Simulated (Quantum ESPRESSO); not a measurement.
Cu:

```xyz
2
Lattice="1.2185 -3.9764 0.0000 1.2185 3.9764 0.0000 0.0000 0.0000 2.4755" Properties=species:S:1:pos:R:3 pbc="T T T"
Cu    1.2185   -2.9118    1.8566
Cu    1.2185    2.9118    0.6189
```

This isn't the form of Cu at room conditions, which is fcc.

| Item | Value |
| --- | --- |
| Program | Quantum ESPRESSO 7.5 |
| Task | single point |
| Functional | PBEsol |
| Potentials or basis | GBRV 1.5 PBEsol |
| Cutoff | 762 eV |
| Density cutoff | 6095 eV |
| k mesh | 11 × 11 × 11 |
| Occupations | fermi-dirac, width 0.05 eV |
| Spin | no spin polarisation |

On this cell: pressure -1.5 GPa; largest force 0.005 eV/Å; band gap on the k mesh none (metal or under the smearing width).

The same run follows on a disturbed copy (atoms moved at random, drawn with an rms of 0.05 Å):

```xyz
2
Lattice="1.2185 -3.9764 0.0000 1.2185 3.9764 0.0000 0.0000 0.0000 2.4755" Properties=species:S:1:pos:R:3 pbc="T T T"
Cu    1.2239   -2.9338    1.8317
Cu    1.2431    2.9828    0.6113
```

Q: What does the disturbed cell give?

A: The energy (extrapolated to zero smearing) moves by +17.1 meV/atom; pressure -1.4 GPa; largest force 0.741 eV/Å; band gap on the k mesh none (metal or under the smearing width).

Forces in eV/Å, atoms in the order of the input:
```
Cu   0.005  0.739  0.053
Cu  -0.005 -0.739 -0.053
```

Stress tensor (GPa, compression positive):
```
-3.27 -0.51  0.00
-0.51 -0.26  0.17
 0.00  0.17 -0.81
```
